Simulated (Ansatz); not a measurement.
Gas-phase electronic energies from Ansatz, PBE0-D4/def2-TZVP geometries. CBS: MP2 limit from def2 TZ/QZ plus the TZ coupled-cluster correction, frozen cores. This one scheme is used for every species. Functionals use def2-TZVPP. B3LYP here is the variant with VWN-RPA as its local correlation; programs differ in this. HSE06 is defined as in plane-wave codes. One conformer a species, not always the lowest.

Reaction (silylene loss): `CC(=O)O[SiH3]` → `CC(=O)O` + `[SiH2]`

`CC(=O)O[SiH3]`:

Z-matrix (Å, degrees):
```
C
C 1 1.494
H 1 1.092 2 109.5
H 1 1.092 2 109.6 3 -117.3
H 1 1.087 2 110.0 3 121.3
O 2 1.204 1 125.6 3 -120.8
O 2 1.342 1 113.0 3 59.2
Si 7 1.694 2 116.2 1 -180.0
H 8 1.481 7 102.6 2 -179.9
H 8 1.479 7 110.7 2 62.3
H 8 1.479 7 110.7 2 -62.2
```

`CC(=O)O`:

```xyz
8

C     0.844   -0.251   -0.385
C    -0.413   -0.071    0.406
O    -0.736   -0.707    1.371
O    -1.178    0.917   -0.096
H     0.597   -0.481   -1.423
H     1.415    0.679   -0.385
H     1.435   -1.054    0.047
H    -1.963    0.968    0.466
```

`[SiH2]`:

Z-matrix (Å, degrees):
```
Si
H 1 1.525
H 1 1.525 2 91.2
```

| level | ΔE (kJ/mol) | difference from CCSD(T)/CBS |
| --- | --- | --- |
| LDA (SPW92) | 333.5 | 16.9 |
| PBE-D4 | 306.2 | -10.4 |
| revPBE-D4 | 302.0 | -14.6 |
| r2SCAN-D4 | 332.6 | 16.0 |
| B97M-V | 309.3 | -7.3 |
| PBE0-D4 | 317.5 | 0.9 |
| B3LYP-D4 | 311.1 | -5.5 |
| r2SCANh-D4 | 333.5 | 16.9 |
| r2SCAN0-D4 | 334.9 | 18.3 |
| HSE06-D4 | 316.9 | 0.3 |
| BHLYP-D4 | 325.6 | 9.0 |
| CAM-B3LYP-D4 | 321.3 | 4.7 |
| ωB97X-V | 324.5 | 7.9 |
| ωB97M-V | 310.2 | -6.4 |
| PBE-QIDH | 329.1 | 12.5 |
| PBE | 298.4 | -18.2 |
| revPBE | 281.7 | -34.9 |
| BLYP | 282.7 | -33.9 |
| r2SCAN | 330.5 | 13.9 |
| PBE0 | 310.6 | -6.0 |
| B3LYP | 298.4 | -18.2 |
| r2SCANh | 331.2 | 14.6 |
| r2SCAN0 | 332.4 | 15.8 |
| HSE06 | 310.5 | -6.1 |
| BHLYP | 315.4 | -1.2 |
| CAM-B3LYP | 314.2 | -2.4 |
| LC-ωPBE | 326.5 | 9.9 |
| RPA@PBE/def2-TZVPP | 293.3 | -23.3 |
| HF/def2-SVP | 294.3 | -22.3 |
| MP2/def2-SVP | 315.5 | -1.1 |
| CCSD/def2-SVP | 290.7 | -25.9 |
| CCSD(T)/def2-SVP | 293.7 | -22.9 |
| HF/def2-TZVPP | 308.1 | -8.5 |
| CCSD/def2-TZVPP | 306.5 | -10.1 |
| HF/def2-QZVPP | 310.2 | -6.4 |
| MP2/def2-QZVPP | 335.9 | 19.3 |
| SCS-MP2/def2-QZVPP | 326.7 | 10.1 |
| HF/CBS(def2) | 310.5 | -6.1 |
| MP2/CBS(def2) | 338.0 | 21.4 |
| CCSD/CBS(def2) | 313.2 | -3.4 |
| CCSD(T)/CBS | 316.6 | 0 |

Largest T1 diagnostic among the species: 0.015.

From BLYP to BHLYP (50 % exact exchange), in def2-TZVPP and without D4, ΔE moves by +32.7 kJ/mol. At CCSD(T), def2-SVP lies −22.9 kJ/mol from the extrapolated value and def2-TZVPP −6.6 kJ/mol.

CCSD(T)/CBS has its own doubt, a few kJ/mol and more with outer-core shells, so smaller differences from it don't rank the levels.
